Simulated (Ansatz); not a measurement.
Crystal: Te2Mo.

```
Te Mo
1.0
     6.33000    0.00000    0.00000
     0.00000    3.46900    0.00000
    -0.94679    0.00000   13.82762
Te Mo
8 4
Direct
  0.94370 0.75000 0.60450
  0.05630 0.25000 0.39550
  0.90300 0.25000 0.85140
  0.09700 0.75000 0.14860
  0.41120 0.75000 0.89550
  0.58880 0.25000 0.10450
  0.44320 0.25000 0.64840
  0.55680 0.75000 0.35160
  0.81670 0.75000 0.99260
  0.18330 0.25000 0.00740
  0.68190 0.25000 0.49340
  0.31810 0.75000 0.50660
```

```yaml
Program: Ansatz 0.2.0
Task: relaxation of cell and atoms
Functional: PBE
Dispersion: D4
Potentials_or_basis: Ansatz PAW
Cutoff: "420 eV (not typed: the program's choice for these potentials)"
k_mesh: 4 × 8 × 2
Occupations: fermi-dirac, width 0.05 eV
Spin: no spin polarisation
```

At the start: volume 25.30 Å³/atom.

**Question.** Where does the relaxation end?

**Answer.** It ends after 7 steps and the volume is 24.39 Å³/atom (-3.6 %); space group P2_1/m (No. 11, to 0.05 Å).

The path:
```
step  energy change (eV)  largest force (eV/Å)  volume (Å³)
   1              0.0000                0.1712       303.64
   2             -0.0348                0.1892       298.08
   3             -0.0488                0.1415       295.80
   4             -0.0602                0.1560       293.27
   5             -0.0645                0.0445       292.76
   6             -0.0648                0.0061       292.73
   7             -0.0626                0.0060       292.73
```

Final structure:
```cif
data_structure
_symmetry_space_group_name_H-M 'P 1'
_symmetry_Int_Tables_number 1
_cell_length_a 6.3396
_cell_length_b 3.4760
_cell_length_c 13.3101
_cell_angle_alpha 90.000
_cell_angle_beta 93.576
_cell_angle_gamma 90.000
_cell_volume 292.73
loop_
_atom_site_label
_atom_site_type_symbol
_atom_site_fract_x
_atom_site_fract_y
_atom_site_fract_z
_atom_site_occupancy
Te1 Te 0.94393 0.75000 0.60673 1
Te2 Te 0.05607 0.25000 0.39327 1
Te3 Te 0.90569 0.25000 0.84503 1
Te4 Te 0.09431 0.75000 0.15497 1
Te5 Te 0.41371 0.75000 0.89366 1
Te6 Te 0.58629 0.25000 0.10634 1
Te7 Te 0.43970 0.25000 0.65445 1
Te8 Te 0.56030 0.75000 0.34555 1
Mo1 Mo 0.81777 0.75000 0.99232 1
Mo2 Mo 0.18223 0.25000 0.00768 1
Mo3 Mo 0.68021 0.25000 0.49368 1
Mo4 Mo 0.31979 0.75000 0.50632 1
```

Caveat: the plane-wave basis is chosen anew once the cell has moved, so the energies of steps on either side of that aren't comparable.
